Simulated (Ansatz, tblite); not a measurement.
SiS₂: GFN2-xTB, run from Python

These are simulated results from tblite 0.8.0, not measurements. The cell began as a measured structure and was relaxed with r2SCAN+rVV10 in plane waves (Ansatz 0.2.0). All runs are without spin polarisation.

It is orthorhombic, Ibam (No. 72); a = 5.487 Å, b = 9.636 Å, c = 5.523 Å in the conventional setting, 24.34 Å³ an atom. Si is surrounded by 4 S at 2.13 Å; S is surrounded by 2 Si at 2.13 Å.

tblite solves periodic systems at the zone centre alone, so the script builds a cluster of 2×1×2 conventional cells (48 atoms), which folds in a coarse mesh of k points.

Input script:

```python
import json
from ase import Atoms
from ase.build import make_supercell
from ase.units import Bohr, GPa, Hartree
from tblite.interface import Calculator

atoms = Atoms(['Si', 'Si', 'S', 'S', 'S', 'S'],
              cell=[[-2.74339072, 4.81806778, 2.76165107], [2.74339072, -4.81806778, 2.76165107], [2.74339072, 4.81806778, -2.76165107]],
              scaled_positions=[[0.75, 0.75, 0.0], [0.25, 0.25, 0.0], [0.117777556, 0.212216303, 0.329993859], [0.882222444, 0.787783697, 0.670006141], [0.617777556, 0.287783697, 0.905561252], [0.382222444, 0.712216303, 0.094438748]],
              pbc=True)
cluster = make_supercell(atoms, [[0, 2, 2], [1, 0, 1], [2, 2, 0]])
calc = Calculator('GFN2-xTB', cluster.numbers, cluster.positions / Bohr, lattice=cluster.cell[:] / Bohr, periodic=cluster.pbc)
calc.set('temperature', 0.02 / Hartree)
calc.set('max-iter', 150)
res = calc.singlepoint()
levels = res.get('orbital-energies') * Hartree
nv = round(res.get('orbital-occupations').sum() / 2)
cells = len(cluster) // len(atoms)
out = {'energy_per_cell': res.get('energy') * Hartree / cells, 'homo': levels[nv - 1], 'lumo': levels[nv],
       'stress': (-res.get('virial') * Hartree / cluster.get_volume() / GPa).tolist(), 'charges': res.get('charges')[:len(atoms)].tolist(), 'electrons': 2 * nv / cells}
json.dump(out, open('results.json', 'w'))
for key, value in out.items():
    print(key, value)
```

Command: `python run.py`. It took 2.5 s on 1 thread of Arm Neoverse V2, with other jobs on the host, peak memory 0.11 GiB.

The log:

```
------------------------------------------------------------
  cycle        total energy    energy error   density error
------------------------------------------------------------
      1     -125.4784401740  -1.2612963E+02   5.1299705E-01
      2     -127.5202666779  -2.0418265E+00   3.8362852E-01
      3     -131.8680444071  -4.3477777E+00   2.6547554E-01
      4     -132.0886160445  -2.2057164E-01   2.3060717E-01
      5     -128.9046223591   3.1839937E+00   4.5031959E-01
      6     -133.0307952813  -4.1261729E+00   4.5876694E-02
      7     -133.1353211070  -1.0452583E-01   9.5647091E-03
      8     -133.1379464954  -2.6253884E-03   3.2019747E-03
      9     -133.1379914199  -4.4924455E-05   1.0290849E-03
     10     -133.1380138783  -2.2458400E-05   5.3767376E-04
     11     -133.1380233728  -9.4945288E-06   1.7430642E-04
     12     -133.1380239133  -5.4051455E-07   9.8934896E-05
     13     -133.1380241531  -2.3979001E-07   6.3655742E-05
     14     -133.1380241616  -8.4823171E-09   2.2619021E-05
     15     -133.1380241667  -5.1051074E-09   1.0525035E-05
------------------------------------------------------------

 total:                                   2.021 sec
energy_per_cell -452.85877126516516
homo -10.854204582228837
lumo -7.38001571969347
stress [[0.23258380936445552, -4.01661581523033e-06, 2.6499253811113928e-06], [-4.016615815581723e-06, 0.21856006979207637, 2.5995882321042708e-06], [2.6499253810865705e-06, 2.5995882315630294e-06, 2.5403492776189545]]
charges [0.6210147068416347, 0.6209640931150873, -0.3104991365702402, -0.310492837059206, -0.3104884846530699, -0.3104986991834209]
electrons 32.0
```

The cycle table is in hartree for the whole cluster, and the lines after it are in eV (the energy for one cell). The printed stress is in GPa and positive in compression, and the pressure is its mean diagonal.

GFN2-xTB gives a gap of 3.47 eV. On the same cell, plane-wave PBE (Ansatz, 6×6×6 k points and the special points) gives a gap of 2.73 eV and r2SCAN a gap of 3.12 eV; on shared hosts these took about 7.5 and 20 core-seconds on the 6-atom cell, against 2.5 for the script. Semilocal gaps usually lie below measured ones. xTB was fitted to molecules, so gaps, charges and pressures of solids can be far off, and the gap also depends on the size of the cluster.

The same script was run on cells scaled at fixed shape and fractional coordinates:

| volume (Å³/atom) | energy (meV/atom) | pressure (GPa, positive in compression) | gap (eV) |
| --- | --- | --- | --- |
| 21.42 | 121.3 | 13.91 | 3.73 |
| 22.88 | 31.6 | 6.31 | 3.65 |
| 24.34 | 0.0 | 1.00 | 3.47 |
| 25.80 | 8.2 | -2.60 | 3.28 |
| 27.26 | 43.7 | -5.08 | 3.07 |

A Birch-Murnaghan fit puts the minimum at 24.69 Å³/atom, 1.5 % above the given cell, with a bulk modulus of 66.6 GPa at fixed shape.

xTB was fitted mostly to molecules, and a small cluster samples few k points, so gaps, pressures and kinks along a curve can be far from a solid's.
